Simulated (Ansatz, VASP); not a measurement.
# Two plane-wave programs on InSb

```
In Sb
1.0
     0.00000    3.23910    3.23910
     3.23910    0.00000    3.23910
     3.23910    3.23910    0.00000
In Sb
1 1
Direct
  0.00000 0.00000 0.00000
  0.75000 0.75000 0.75000
```

Alike in both runs: task electric field gradients; functional PBE; k mesh 13 × 13 × 13; occupations fermi-dirac, width 0.05 eV; no spin polarisation.

|  | VASP | Ansatz |
| --- | --- | --- |
| version | VASP 6.6.1 | Ansatz 0.2.0 |
| potentials or method | VASP PAW PBE potentials, release 64 (In_d, Sb) | PAW with Ansatz's default frozen-core files, scalar-relativistic |
| plane-wave cutoff (eV) | 520 | 420 |
| valence electrons in the cell | 18 | 28 |

```csv
,VASP,Ansatz,Ansatz less VASP
pressure (GPa),3.1,3.1,+0.02
Vzz of the field gradient on the site that differs most (V/Å²),0.0,0.0,0.00
```

The functional is the same, so the differences come from potentials, cutoffs and numerics. The two sets of potentials don't hold the same shells in valence. Ansatz warned: «gradients_without_spin_orbit».

Spin-orbit coupling is left out, which matters for the levels of Sb.
